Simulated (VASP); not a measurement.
# CdTe (F-43m) in VASP: notebook

The runs below take CdTe through single point, with r2SCAN.

All numbers are computed with VASP 6.6.1; they aren't measurements. Logs are shortened: lines on timing, memory, paths and dates and some standing lists are left out, and cuts for length are marked.

**Measured values to compare with.**

From a printed reference work, data compilation, for a bulk crystal of CdTe at 0 K: band gap 1.607 eV.

How close the calculation comes is told below.

## (1) The cell of the first run

The structure is cubic, space group F-43m (No. 216). The conventional cell has a = 6.463 Å, b = 6.463 Å, c = 6.463 Å, α = 90.00°, β = 90.00°, γ = 90.00°. Within 3.7 Å of Cd (site symmetry -43m) lie 4 Te at 2.80 Å. Te (site symmetry -43m) has 4 Cd at 2.80 Å within 3.7 Å.

## (2) Single point, r2SCAN

File POSCAR:

```
CdTe
1.0
    0.0000000000      3.2314888045      3.2314888045
    3.2314888045      0.0000000000      3.2314888045
    3.2314888045      3.2314888045      0.0000000000
Cd Te
1 1
Direct
    0.0000000000      0.0000000000      0.0000000000
    0.2500000000      0.2500000000      0.2500000000
```

File INCAR.step1:

```
SYSTEM = CdTe
ALGO = Normal
EDIFF = 1E-4
ENCUT = 520
GGA = PE
ISMEAR = 0
LASPH = .True.
LCHARG = .False.
LREAL = .False.
LWAVE = .True.
NBANDS = 16
NELM = 60
PREC = Accurate
SIGMA = 0.01
```

File INCAR.step2:

```
SYSTEM = CdTe
ALGO = Normal
EDIFF = 1E-6
ENCUT = 520
ISIF = 2
ISMEAR = 0
ISTART = 1
LASPH = .True.
LCHARG = .True.
LELF = .True.
LMIXTAU = .True.
LREAL = .False.
LVHAR = .True.
LWAVE = .False.
METAGGA = R2SCAN
NBANDS = 16
NELM = 60
PREC = Accurate
SIGMA = 0.01
```

File KPOINTS:

```
k-points
0
Gamma
  5 5 5
  0 0 0
```

Potentials or basis: VASP PAW PBE potentials, release 64 (Cd, Te).

Started as:

```
$ cat potpaw_PBE.64/Cd/POTCAR potpaw_PBE.64/Te/POTCAR > POTCAR
$ cp INCAR.step1 INCAR
$ mpirun -np 1 vasp_std > vasp.out
$ cp INCAR.step2 INCAR
$ mpirun -np 1 vasp_std > vasp.out
```

OUTCAR:

```text
SYSTEM = CdTe
   EDIFF = 1E-6
   ENCUT = 520
   ISIF = 2
   ISMEAR = 0
   ISTART = 1
   LASPH = .True.
   LREAL = .False.
   METAGGA = R2SCAN
   NELM = 60
   PREC = Accurate

 ion  position               nearest neighbor table
   1  0.000  0.000  0.000-   2 2.80   2 2.80   2 2.80   2 2.80
   2  0.250  0.250  0.250-   1 2.80   1 2.80   1 2.80   1 2.80

  LATTYP: Found a face centered cubic cell.
 ALAT       =     6.4629776090

  Lattice vectors:

 A1 = (   0.0000000000,   3.2314888045,   3.2314888045)
 A2 = (   3.2314888045,   0.0000000000,   3.2314888045)
 A3 = (   3.2314888045,   3.2314888045,   0.0000000000)

Analysis of symmetry for initial positions (statically):
=====================================================================
 Subroutine PRICEL returns:
 Original cell was already a primitive cell.

 Routine SETGRP: Setting up the symmetry group for a
 face centered cubic supercell.

 Subroutine GETGRP returns: Found 24 space group operations
 (whereof 24 operations were pure point group operations)
 out of a pool of 48 trial point group operations.

The static configuration has the point symmetry T_d .

Analysis of symmetry for dynamics (positions and initial velocities):
=====================================================================
 Subroutine PRICEL returns:
 Original cell was already a primitive cell.

 Routine SETGRP: Setting up the symmetry group for a
 face centered cubic supercell.

 Subroutine GETGRP returns: Found 24 space group operations
 (whereof 24 operations were pure point group operations)
 out of a pool of 48 trial point group operations.

The dynamic configuration has the point symmetry T_d .

 Subroutine INISYM returns: Found 24 space group operations
 (whereof 24 operations are pure point group operations),
 and found     1 'primitive' translations

----------------------------------------------------------------------------------------

                                     Primitive cell

  volume of cell :      67.4898

  direct lattice vectors                    reciprocal lattice vectors
     0.000000000  3.231488805  3.231488805    -0.154727443  0.154727443  0.154727443
     3.231488805  0.000000000  3.231488805     0.154727443 -0.154727443  0.154727443
     3.231488805  3.231488805  0.000000000     0.154727443  0.154727443 -0.154727443

  length of vectors
     4.570015294  4.570015294  4.570015294     0.267995793  0.267995793  0.267995793

  position of ions in fractional coordinates (direct lattice)
     0.000000000  0.000000000  0.000000000
     0.250000000  0.250000000  0.250000000

  ion indices of the primitive-cell ions
   primitive index   ion index
                 1           1
                 2           2

----------------------------------------------------------------------------------------

 KPOINTS: k-points

Automatic generation of k-mesh.
 Grid dimensions read from file:
 generate k-points for:    5    5    5

 Generating k-lattice:

  Cartesian coordinates                     Fractional coordinates (reciprocal lattice)
    -0.030945489  0.030945489  0.030945489     0.200000000  0.000000000  0.000000000
     0.030945489 -0.030945489  0.030945489     0.000000000  0.200000000  0.000000000
     0.030945489  0.030945489 -0.030945489     0.000000000  0.000000000  0.200000000

  Length of vectors
     0.053599159  0.053599159  0.053599159

  Shift w.r.t. Gamma in fractional coordinates (k-lattice)
     0.000000000  0.000000000  0.000000000

 Subroutine IBZKPT returns following result:
 ===========================================

 Found     10 irreducible k-points:

 Following reciprocal coordinates:
            Coordinates               Weight
  0.000000  0.000000  0.000000      1.000000
  0.200000  0.000000  0.000000      8.000000
  0.400000  0.000000  0.000000      8.000000
  0.200000  0.200000  0.000000      6.000000
  0.400000  0.200000  0.000000     24.000000
 -0.400000  0.200000  0.000000     24.000000
 -0.200000  0.200000  0.000000     12.000000
  0.400000  0.400000  0.000000      6.000000
 -0.400000  0.400000  0.000000     12.000000
 -0.400000  0.400000  0.200000     24.000000
   k-points           NKPTS =     10   k-points in BZ     NKDIM =     10   number of bands    NBANDS=     16
   number of dos      NEDOS =    301   number of ions     NIONS =      2
   total plane-waves  NPLWV =  46656
   dimension x,y,z NGX =    36 NGY =   36 NGZ =   36
   dimension x,y,z NGXF=    72 NGYF=   72 NGZF=   72
   ions per type =               1   1
   NGX,Y,Z   is equivalent  to a cutoff of  13.10, 13.10, 13.10 a.u.
   NGXF,Y,Z  is equivalent  to a cutoff of  26.19, 26.19, 26.19 a.u.
 SYSTEM =  CdTe
   PREC   = accura    normal or accurate (medium, high low for compatibility)
   ISTART =      1    job   : 0-new  1-cont  2-samecut
   ICHARG =      0    charge: 1-file 2-atom 10-const
   ISPIN  =      1    spin polarized calculation?
   LNONCOLLINEAR =      F non collinear calculations
   LSORBIT =      F    spin-orbit coupling
   LASPH  =      T    aspherical Exc in radial PAW
   ENCUT  =  520.0 eV  38.22 Ry    6.18 a.u.   8.50  8.50  8.50*2*pi/ulx,y,z
   NELM   =     60;   NELMIN=  2; NELMDL=  0     # of ELM steps
   EDIFF  = 0.1E-05   stopping-criterion for ELM
   LREAL  =      F    real-space projection
   EDIFFG = 0.1E-04   stopping-criterion for IOM
   NSW    =      0    number of steps for IOM
   IBRION =     -1    ionic relax: 0-MD 1-quasi-New 2-CG
   NFREE  =      0    steps in history (QN), initial steepest desc. (CG)
   ISIF   =      2    stress and relaxation
   ISYM   =      2    0-nonsym 1-usesym 2-fastsym
   POTIM  = 0.5000    time-step for ionic-motion
   TEBEG  =    0.0;   TEEND  =   0.0 temperature during run
   PSTRESS=    0.0 pullay stress
   NELECT =      18.0000    total number of electrons
   NUPDOWN=      -1.0000    fix difference up-down
   EMIN   =  10.00;   EMAX   =-10.00  energy-range for DOS
   EFERMI =   0.00;   METHOD = LEGACY
   ISMEAR =     0;   SIGMA  =   0.01  broadening in eV -4-tet -1-fermi 0-gaus
   EFERMI_NEDOS =   21; number of points for ismear=-14 and -15
   IALGO  =     38    algorithm
   IMIX   =      4    mixing-type and parameters
     AMIX     =   0.40;   BMIX     =  1.00
     AMIX_MAG =   1.60;   BMIX_MAG =  1.00
  volume/ion in A,a.u.               =      33.74       227.72
  Fermi-wavevector in a.u.,A,eV,Ry     =   1.053787  1.991369 15.108834  1.110468
  Thomas-Fermi vector in A             =   2.188923
   LORBIT       =      0    0 simple, 1 ext, 2 COOP (PROOUT), +10 PAW based schemes
   METAGGA = R2SCAN    functional components
   LHFCALC =     F    Hartree Fock is set to
   AEXX    =    0.0000 exact exchange contribution
   IVDW    =     0    specifies the selected vdW correction
   LEPSILON=     F    determine dielectric tensor
   LRPA    =     F    only Hartree local field effects (RPA)
 non-spin polarized calculation
 Gauss-broadening in eV      SIGMA  =   0.01
  energy-cutoff  :      520.00
  volume of cell :       67.49
 maximum number of plane-waves:      1849
 NGX is ok and might be reduce to    36
   NGX = 17   NGY = 17   NGZ = 17

 number of electron      17.9999995 magnetization

 Free energy of the ion-electron system (eV)
  ---------------------------------------------------
  ext. energy  EPLUGINS =         0.00000000
  ---------------------------------------------------
  free energy    TOTEN  =       -46.61079833 eV

  energy without entropy =      -46.61079833  energy(sigma->0) =      -46.61079833

 E-fermi :   2.2820     XC(G=0):  -9.1404

 val. band max:        2.1854836825   @ k =   0.0000   0.0000   0.0000
 cond. band min:       3.4836195652   @ k =   0.0000   0.0000   0.0000
 fundamental gap:      1.2981358826
 Fermi energy:         2.2819723292

 k-point     1 :       0.0000    0.0000    0.0000
  band No.  band energies     occupation
      1      -9.3919      2.00000
      2      -6.4132      2.00000
      3      -6.4132      2.00000
      4      -6.4132      2.00000
      5      -6.1219      2.00000
      6      -6.1219      2.00000
[... 8 lines left out ...]
     15      12.0261      0.00000
     16      12.0261      0.00000

 k-point     2 :       0.2000    0.0000    0.0000
  band No.  band energies     occupation
      1      -9.2462      2.00000
      2      -6.3855      2.00000
      3      -6.3854      2.00000
      4      -6.2780      2.00000
      5      -6.1229      2.00000
      6      -6.1229      2.00000
[... 8 lines left out ...]
     15      11.0413      0.00000
     16      11.1061      0.00000

 k-point     3 :       0.4000    0.0000    0.0000
  band No.  band energies     occupation
      1      -9.0133      2.00000
      2      -6.3482      2.00000
      3      -6.3482      2.00000
      4      -6.1153      2.00000
      5      -6.1153      2.00000
      6      -5.8601      2.00000
[... 8 lines left out ...]
     15      12.2307      0.00000
     16      12.2307      0.00000

 k-point     4 :       0.2000    0.2000    0.0000
  band No.  band energies     occupation
      1      -9.1986      2.00000
      2      -6.3560      2.00000
      3      -6.3560      2.00000
      4      -6.2837      2.00000
      5      -6.1261      2.00000
      6      -6.1105      2.00000
[... 8 lines left out ...]
     15      12.3861      0.00000
     16      12.5387      0.00000

 k-point     5 :       0.4000    0.2000    0.0000
  band No.  band energies     occupation
      1      -8.9978      2.00000
      2      -6.3257      2.00000
      3      -6.3111      2.00000
      4      -6.1703      2.00000
      5      -6.1041      2.00000
      6      -5.8983      2.00000
[... 8 lines left out ...]
     15      12.9184      0.00000
     16      13.0693      0.00000

 k-point     6 :      -0.4000    0.2000    0.0000
  band No.  band energies     occupation
      1      -8.9242      2.00000
      2      -6.3186      2.00000
      3      -6.3100      2.00000
      4      -6.1333      2.00000
      5      -6.1175      2.00000
      6      -5.6622      2.00000
[... 8 lines left out ...]
     15      11.9341      0.00000
     16      12.9307      0.00000

 k-point     7 :      -0.2000    0.2000    0.0000
  band No.  band energies     occupation
      1      -9.0731      2.00000
      2      -6.3531      2.00000
      3      -6.3386      2.00000
      4      -6.1369      2.00000
      5      -6.1324      2.00000
      6      -6.0198      2.00000
[... 8 lines left out ...]
     15      12.3969      0.00000
     16      13.0450      0.00000

 k-point     8 :       0.4000    0.4000    0.0000
  band No.  band energies     occupation
      1      -8.8971      2.00000
      2      -6.2534      2.00000
      3      -6.2534      2.00000
      4      -6.2273      2.00000
      5      -6.0920      2.00000
      6      -5.7314      2.00000
[... 8 lines left out ...]
     15      13.2852      0.00000
     16      15.3627      0.00000

 k-point     9 :      -0.4000    0.4000    0.0000
  band No.  band energies     occupation
      1      -8.8542      2.00000
      2      -6.2766      2.00000
      3      -6.2522      2.00000
      4      -6.1854      2.00000
      5      -6.1013      2.00000
      6      -5.5399      2.00000
[... 8 lines left out ...]
     15      12.7679      0.00000
     16      15.0147      0.00000

 k-point    10 :      -0.4000    0.4000    0.2000
  band No.  band energies     occupation
      1      -8.8813      2.00000
      2      -6.2882      2.00000
      3      -6.2814      2.00000
      4      -6.1609      2.00000
      5      -6.1130      2.00000
      6      -5.5971      2.00000
[... 8 lines left out ...]
     15      12.8963      0.00000
     16      14.9020      0.00000

------------------------ aborting loop because EDIFF is reached ----------------------------------------

  FORCE on cell =-STRESS in cart. coord.  units (eV):
  Direction    XX          YY          ZZ          XY          YZ          ZX
  --------------------------------------------------------------------------------------
  -------------------------------------------------------------------------------------
  Total        0.9022766      0.9022766      0.9022766      0.0000000     -0.0000000      0.0000000
  in kB       21.4196478     21.4196478     21.4196478      0.0000000     -0.0000000      0.0000000
  external PRESSURE =      21.4196478 kB  Pullay stress =       0.0000000 kB

 VOLUME and BASIS-vectors are now :
 -----------------------------------------------------------------------------
  energy-cutoff  :      520.00
  volume of cell :       67.49
      direct lattice vectors                 reciprocal lattice vectors
     0.000000000  3.231488805  3.231488805    -0.154727443  0.154727443  0.154727443
     3.231488805  0.000000000  3.231488805     0.154727443 -0.154727443  0.154727443
     3.231488805  3.231488805  0.000000000     0.154727443  0.154727443 -0.154727443

 POSITION                                       TOTAL-FORCE (eV/Angst)
 -----------------------------------------------------------------------------------
      0.00000      0.00000      0.00000         0.000000      0.000000      0.000000
      1.61574      1.61574      1.61574        -0.000000     -0.000000     -0.000000
 -----------------------------------------------------------------------------------
    total drift:                               -0.000001     -0.000001     -0.000001

  FREE ENERGIE OF THE ION-ELECTRON SYSTEM (eV)
  ---------------------------------------------------
  free  energy   TOTEN  =       -46.6107983264 eV

  energy  without entropy=      -46.6107983264  energy(sigma->0) =      -46.61079833
```

Wall time 25 s (1 thread of Intel Xeon 6975P-C (Granite Rapids), shared host); peak memory 0.22 GiB.

What came out:

```
Free energy            : -46.6108 eV
Pressure               : 2.1 GPa
Band gap on the k mesh : 1.30 eV, direct
```

Caveat: the PAW data sets were made with another functional, which shifts forces and pressure a little; spin-orbit coupling is left out, which moves the levels of the heavy elements.

## (3) Single point, r2SCAN

This run uses another cell than the first one, of 34.57 Å³/atom, 1.024 times its volume.

File POSCAR:

```
CdTe
1.0
    0.0000000000      3.2575503236      3.2575503236
    3.2575503236      0.0000000000      3.2575503236
    3.2575503236      3.2575503236      0.0000000000
Cd Te
1 1
Direct
    0.0000000000      0.0000000000      0.0000000000
    0.2500000000      0.2500000000      0.2500000000
```

File INCAR.step1:

```
PREC = Accurate
ENCUT = 520
ISMEAR = 0
SIGMA = 0.01
LREAL = False
LASPH = True
NELM = 80
NBANDS = 16
GGA = PE
ALGO = Normal
EDIFF = 1E-4
LWAVE = True
LCHARG = False
```

File INCAR.step2:

```
PREC = Accurate
ENCUT = 520
EDIFF = 1E-6
ISMEAR = 0
SIGMA = 0.01
LREAL = False
LASPH = True
NELM = 80
ALGO = Normal
ISIF = 2
LWAVE = False
LCHARG = False
METAGGA = R2SCAN
LMIXTAU = True
NBANDS = 16
ISTART = 1
```

File KPOINTS:

```
regular mesh
0
Gamma
  5 5 5
```

Potentials or basis: VASP PAW PBE potentials, release 64 (Cd, Te).

Started as:

```
$ cat potpaw_PBE.64/Cd/POTCAR potpaw_PBE.64/Te/POTCAR > POTCAR
$ cp INCAR.step1 INCAR
$ mpirun -np 1 vasp_std > vasp.out
$ cp INCAR.step2 INCAR
$ mpirun -np 1 vasp_std > vasp.out
```

Run time: 25 s. Hardware: 1 thread of Intel Xeon 6975P-C (Granite Rapids), shared host; peak memory 0.22 GiB.

Results (log left out):

- Free energy: -46.6267 eV
- Pressure: 1.0 GPa
- Band gap on the k mesh: 1.22 eV, direct

Levels at points of the mesh, in eV from the valence-band top:
```tsv
k point	band 6	band 7	band 8	band 9	band 10	band 11	band 12	band 13
(0.00, 0.00, 0.00)	-8.24	0.00	0.00	0.00	1.22	5.04	5.04	5.04
```

Caveat: the PAW data sets were made with another functional, which shifts forces and pressure a little; spin-orbit coupling is left out, which moves the levels of the heavy elements.

## (4) Comparison with measurements

Step 2. A measured gap of CdTe is 1.607 eV (0 K; a printed reference work, data compilation); the calculated 1.30 eV misses it by -0.31 eV. Spin-orbit coupling on Cd, Te is left out. The value is that of r2SCAN, without temperature or zero-point motion.

Step 3. Against the measured gap of CdTe, 1.607 eV (0 K; a printed reference work, data compilation), the calculated 1.22 eV is off by -0.39 eV. Spin-orbit coupling on Cd, Te is left out. The value is that of r2SCAN, without temperature or zero-point motion.
